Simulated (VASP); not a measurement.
A run of VASP 6.6.1 is set up as follows.

Contents of INCAR:

```
SYSTEM = TiO2
PREC = Accurate ; ENCUT = 520
EDIFF = 1E-6 ; ISMEAR = -1
SIGMA = 0.05 ; LREAL = .FALSE.
LASPH = .TRUE. ; NELM = 100
ALGO = Fast ; ISIF = 2
LWAVE = .FALSE. ; LCHARG = .FALSE.
LMAXMIX = 4 ; GGA = PE
```

The input KPOINTS:

```
regular mesh
0
G
  10 10 10
  0 0 0
```

File POSCAR:

```
TiO2
1.0
   -1.8921000000      1.8921000000      4.7573000000
    1.8921000000     -1.8921000000      4.7573000000
    1.8921000000      1.8921000000     -4.7573000000
Ti O
2 4
Direct
    0.7500000000      0.2500000000      0.5000000000
    0.0000000000      0.0000000000      0.0000000000
    0.7919000000      0.7919000000      0.0000000000
    0.5419000000      0.0419000000      0.5000000000
    0.9581000000      0.4581000000      0.5000000000
    0.2081000000      0.2081000000      0.0000000000
```

The input KPOINTS_OPT:

```
path GXYSGZS1NPY1Z,XP
15
line-mode
reciprocal
 0.0000000000  0.0000000000  0.0000000000  G
-0.5000000000  0.5000000000  0.0000000000  X

-0.5000000000  0.5000000000  0.0000000000  X
-0.5000000000  0.5000000000 -0.0790928267  Y

-0.5000000000  0.5000000000 -0.0790928267  Y
-0.2895464134  0.2895464134 -0.2895464134  S

-0.2895464134  0.2895464134 -0.2895464134  S
 0.0000000000  0.0000000000  0.0000000000  G

 0.0000000000  0.0000000000  0.0000000000  G
 0.5000000000  0.5000000000 -0.5000000000  Z

 0.5000000000  0.5000000000 -0.5000000000  Z
 0.2895464134  0.7104535866 -0.7104535866  S1

 0.2895464134  0.7104535866 -0.7104535866  S1
 0.0000000000  0.5000000000 -0.5000000000  N

 0.0000000000  0.5000000000 -0.5000000000  N
-0.2500000000  0.7500000000 -0.2500000000  P

-0.2500000000  0.7500000000 -0.2500000000  P
 0.0790928267  0.9209071733 -0.5000000000  Y1

 0.0790928267  0.9209071733 -0.5000000000  Y1
 0.5000000000  0.5000000000 -0.5000000000  Z

-0.5000000000  0.5000000000  0.0000000000  X
-0.2500000000  0.7500000000 -0.2500000000  P
```

Potentials or basis: VASP PAW PBE potentials, release 64 (Ti_sv, O).

Command:

```bash
$ cat potpaw_PBE.64/Ti_sv/POTCAR potpaw_PBE.64/O/POTCAR > POTCAR
$ mpirun -np 1 vasp_std > vasp.out
```

Question: Estimate the largest force.

Answer: 0.125 eV/Å.

Question: What does it give for the band gap along the path?

Answer: 2.10 eV, indirect (least direct gap 2.44 eV).

Question: Estimate the band gap on the k mesh.

Answer: 2.11 eV, indirect (least direct gap 2.44 eV).

Question: Estimate the pressure.

Answer: 5.9 GPa.

Levels at the corners of the path, in eV from the valence-band top:
```csv
point,band 21,band 22,band 23,band 24,band 25,band 26,band 27,band 28
Γ,-0.77,-0.77,-0.48,-0.48,2.10,2.84,3.98,3.99
X,-2.07,-2.07,-0.05,-0.05,3.33,3.33,3.80,3.80
X,-2.07,-2.07,-0.05,-0.05,3.33,3.33,3.80,3.80
Y,-1.91,-1.91,-0.09,-0.09,3.30,3.30,3.75,3.75
Y,-1.91,-1.91,-0.09,-0.09,3.30,3.30,3.75,3.75
S,-1.19,-0.94,-0.91,-0.82,3.20,3.46,3.56,3.61
S,-1.19,-0.94,-0.91,-0.82,3.20,3.46,3.56,3.61
Γ,-0.77,-0.77,-0.48,-0.48,2.10,2.84,3.98,3.98
Γ,-0.77,-0.77,-0.48,-0.48,2.10,2.84,3.98,3.99
Z,-1.27,-1.27,-0.13,-0.13,2.45,2.45,3.76,3.76
Z,-1.27,-1.27,-0.13,-0.13,2.45,2.45,3.76,3.76
S1,-1.19,-0.94,-0.91,-0.82,3.20,3.46,3.56,3.61
S1,-1.19,-0.94,-0.91,-0.82,3.20,3.46,3.56,3.61
N,-1.97,-0.96,-0.85,-0.65,3.22,3.54,3.55,3.65
N,-1.97,-0.96,-0.85,-0.65,3.22,3.54,3.55,3.65
P,-1.60,-1.60,-0.25,-0.25,3.56,3.56,3.59,3.59
P,-1.60,-1.60,-0.25,-0.25,3.56,3.56,3.59,3.59
Y1,-1.91,-1.91,-0.09,-0.09,3.30,3.30,3.75,3.75
Y1,-1.91,-1.91,-0.09,-0.09,3.30,3.30,3.75,3.75
Z,-1.27,-1.27,-0.13,-0.13,2.45,2.45,3.76,3.76
X,-2.07,-2.07,-0.05,-0.05,3.33,3.33,3.80,3.80
P,-1.60,-1.60,-0.25,-0.25,3.56,3.56,3.59,3.59
```
